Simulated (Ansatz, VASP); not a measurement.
**SiC4 in VASP and in Ansatz**

```
Si C
1.0
     3.46203    0.00000    0.00000
    -1.73101    2.99820    0.00000
     0.00000    0.00000    5.59521
Si C
1 4
Direct
  0.00000 0.00000 0.00000
  0.33333 0.66667 0.86598
  0.33333 0.66667 0.13402
  0.66667 0.33333 0.13402
  0.66667 0.33333 0.86598
```

Alike in both runs: functional PBE; k mesh 12 × 12 × 8; occupations gaussian, width 0.1 eV; no spin polarisation.

Ansatz relaxed the structure, and its values are those at the end. VASP's run is a single point on that final structure, the one shown.

|  | VASP | Ansatz |
| --- | --- | --- |
| version | VASP 6.6.1 | Ansatz 0.2.0 |
| potentials or method | VASP PAW PBE potentials, release 64 (Si, C) | scalar-relativistic, plane waves, PAW |
| plane-wave cutoff (eV) | 520 | 420 |
| valence electrons in the cell | 20 | 20 |

VASP gave:

| Quantity | Value |
| --- | --- |
| gap on the k mesh at the Fermi level (eV) | none |
| pressure (GPa) | 0.3 |
| rms of the force components (eV/Å) | 0.033 |

**Question.** Which values does Ansatz return?

**Answer.** gap on the k mesh at the Fermi level (eV): none; pressure (GPa): 0.0; rms of the force components (eV/Å): 0.000.

A gap of «none» marks a metal or a gap that the smearing closes.

Caveats: this functional lacks dispersion, which binds the layers, so the pressure and a relaxed spacing across them are unreliable.
